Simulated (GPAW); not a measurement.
Runs of GPAW 26.7.0 on AlN. Symmetry: P6_3mc, No. 186, hexagonal system. The conventional cell has a = 3.113 Å, b = 3.113 Å, c = 4.981 Å, α = 90.00°, β = 90.00°, γ = 120.00°. Al (site symmetry 3m) is surrounded by 4 N at 1.89 Å. N (site symmetry 3m) has 4 Al at 1.89 Å as nearest neighbours. 

```tsv
task	level	potentials or basis	cell	optimizer	fmax	max steps	target pressure	band path	gap on the mesh (eV)	pressure (GPa)	relaxed volume (Å³/atom)	largest force (eV/Å)
relaxation of cell and atoms	SOGGA	PAW data sets generated in the run's folder for this functional, pw	relaxed	FIRE	0.02 eV/Å	60	-	-	4.10	0.2	10.48	-
relaxation of cell and atoms	r2SCAN+D3(BJ)	GPAW PAW data sets (gpaw-data 1.2.1), pw	relaxed to 20 GPa	BFGS	0.02 eV/Å	100	20 GPa	-	(c)	20.0	-	0.01
relaxation of cell and atoms	r2SCAN+D4	GPAW PAW data sets (gpaw-data 1.2.1), pw	relaxed to 20 GPa	FIRE	0.02 eV/Å	60	20 GPa	-	5.73	19.9	-	-
relaxation of cell and atoms	PBEsol+D3	PAW data sets generated in the run's folder for this functional, pw	relaxed	BFGS	0.02 eV/Å	60	-	-	4.18	0.0	10.39	0.01
band structure	AM05	PAW data sets generated in the run's folder for this functional, pw	as given	-	-	-	-	GMKGALHA,LM,KH	4.21	1.2	-	0.14
relaxation of cell and atoms	revPBE+D3(BJ)	the program's PAW data sets (release 1.2.1) made for this functional, pw	relaxed	BFGS	0.01 eV/Å	60	-	-	4.27	0.0	10.39	-
band structure	revPBE	the program's PAW data sets (release 1.2.1) made for this functional, pw	as given	-	-	-	-	GMKGALHA,LM,KH	(b)	(a)	-	0.14
```

Alike in all rows: no spin polarisation; k mesh 7 × 7 × 4; cutoff (eV) 800; smearing fermi-dirac 0.05 eV.

Fill in the values left out.

(a) 7.5; (b) 4.24; (c) 5.74.

Caveats: later steps reuse the first step's grids (some runs); the PAW data sets were made with another functional, which shifts forces and pressure a little (some runs); an odd mesh through Γ misses points on the zone boundary, where band edges often lie (some runs).

Runs at the PBE level aren't shown here.
